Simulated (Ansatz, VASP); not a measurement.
## Two plane-wave programs on C

INCAR

```
ALGO = Normal
EDIFF = 1E-6
EDIFFG = -0.01
ENCUT = 600
GGA = PE
IBRION = 2
ISIF = 3
ISMEAR = -1
IVDW = 12
LASPH = T
LCHARG = F
LREAL = F
LWAVE = F
NELM = 80
NSW = 60
PREC = Accurate
SIGMA = 0.05
```

Contents of KPOINTS:

```
k-points
0
Gamma
  6 6 20
```

The input POSCAR:

```
C
1.0
    4.2551700000      0.0000000000      0.0000000000
    0.0000000000      4.2551700000      0.0000000000
    0.0000000000      0.0000000000      1.2822900000
C
1
Direct
    0.5000000000      0.5000000000      0.5000000000
```

Contents of input.yaml:

```yaml
crystal:
  lattice:
    - [4.25517, 0.0, 0.0]
    - [0.0, 4.25517, 0.0]
    - [0.0, 0.0, 1.28229]
  atoms:
    - { symbol: C, position: [0.5, 0.5, 0.5] }
hamiltonian:
  xc: pbe
  pseudopotentials: { kind: paw }
  dispersion: d3bj
kpoints:
  mp_grid: { grid: [6, 6, 20] }
scf:
  occupations: { method: fermi_dirac, width: 0.05 }
output:
  forces: true
  stress: true
  eigenvalues: true
relax:
  f_tol: 0.01
  max_steps: 40
  cell: { stress_tol: 0.05 }
```

The cell was built by a generator and needn't be a form met in nature.

Alike in both runs: task relaxation of cell and atoms; functional PBE; dispersion D3(BJ); k mesh 6 × 6 × 20; occupations fermi-dirac, width 0.05 eV; no spin polarisation.

|  | VASP | Ansatz |
| --- | --- | --- |
| version | VASP 6.6.1 | Ansatz 0.2.0 |
| potentials or method | VASP PAW PBE potentials, release 64 (C) | Ansatz PAW |
| plane-wave cutoff (eV) | 600 | 420 |
| valence electrons in the cell | 4 | 4 |

|  | VASP | Ansatz | Ansatz less VASP |
| --- | --- | --- | --- |
| gap on the k mesh at the Fermi level, each at its own relaxed structure (eV) | none | none | - |
| relaxed volume (Å³/atom) | 13.69 | 13.75 | +0.058 |
| relaxed cell length with the largest relative difference (Å) | 3.269 | 3.275 | +0.0059 |
| energy change over the relaxation (meV/atom) | -80 | -72 | +7.7 |

A gap of «none» marks a metal or a gap that the smearing closes.

Caveats: the volume moved by over 15 % at a fixed basis, so the end points are rough; pairwise dispersion overbinds metals, which lowers pressure and volume; the plane-wave basis is chosen anew once the cell has moved, so the energies of steps on either side of that aren't comparable (Ansatz); the pressure holds a Pulay correction of +0.4 GPa for the finite cutoff (Ansatz).
